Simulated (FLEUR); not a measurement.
FeO (Wuestite) under changes of volume

One of the cells (10.067 Å³/atom); the others are scaled copies at fixed shape and fractional positions:

```xyz
2
Lattice="1.5188 0.8769 2.5196 -1.5188 0.8769 2.5196 0.0000 -1.7538 2.5196" Properties=species:S:1:pos:R:3 pbc="T T T"
Fe    0.0000    0.0000    0.0000
O     0.0000    0.0000    3.7794
```

```yaml
Program: FLEUR MaX-R8.1 (later development tree)
Functional: LDA
Potentials_or_basis: all-electron
Basis: FLAPW
Kmax: 4.71 1/bohr
k_mesh: 11 × 11 × 11
Occupations: fermi-dirac, width 0.05 eV
Spin: collinear spin, ferromagnetic start
Starting_moments: "[3.0, 0.0] μB"
```

```csv
volume (Å³/atom),energy over the lowest point (meV/atom),moment (μB per cell)
9.463,0.00,3.97
9.664,9.79,3.99
10.067,?,?
10.470,92.28,4.00
10.671,121.47,4.00
```

Problem. What does the run at 10.067 Å³/atom give?

Solution. Energy over the lowest point 43.33 meV/atom; moment 4.00 μB per cell.

Worked out: A Birch-Murnaghan fit of order 2 (a polynomial in V^(-2/3)) to the other rows has its minimum at 9.21 Å³/atom, just outside them, with B0 = V·E''(V) = 222 GPa at fixed shape and positions, which overstates the stiffness. It gives 43.32 meV/atom at 10.067 Å³/atom, against the run's 43.33. A parabola through the other rows of the moment, of slope 0.021 μB per Å³/atom there, gives 4.00 μB, against the run's 4.00.

Energies are extrapolated to zero smearing.

Caveats: a cell with one magnetic atom can't hold antiferromagnetic order, which such compounds often take.
